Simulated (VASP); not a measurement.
Here is a VASP 6.6.1 calculation.

File INCAR:

```
PREC = Accurate ; ENCUT = 520
EDIFF = 1E-7 ; ISMEAR = 0
SIGMA = 0.05 ; LREAL = F
LASPH = T ; NELM = 60
ALGO = Normal ; ISIF = 2
LWAVE = F ; LCHARG = F
GGA = PE ; NBANDS = 10
```

Contents of KPOINTS:

```
regular mesh
0
Gamma
  10 10 10
```

The input POSCAR:

```
Os
1.0
   -1.5206351945      1.5206351945      1.5206351945
    1.5206351945     -1.5206351945      1.5206351945
    1.5206351945      1.5206351945     -1.5206351945
Os
1
Direct
    0.0000000000      0.0000000000      0.0000000000
```

Potentials or basis: VASP PAW PBE potentials, release 64 (Os).

Launch:

```sh
$ cat potpaw_PBE.64/Os/POTCAR > POTCAR
$ mpirun -np 1 vasp_std > vasp.out
```

**Question.** Predict the pressure.

**Answer.** 19.9 GPa.

**Question.** Estimate the band gap on the k mesh.

**Answer.** None (metal or under the smearing width).

Caveat: so large a pressure means that the cell lies far from this level's equilibrium, or that cutoff or potentials fall short. The run has no spin-orbit coupling, so splittings on Os are missing.
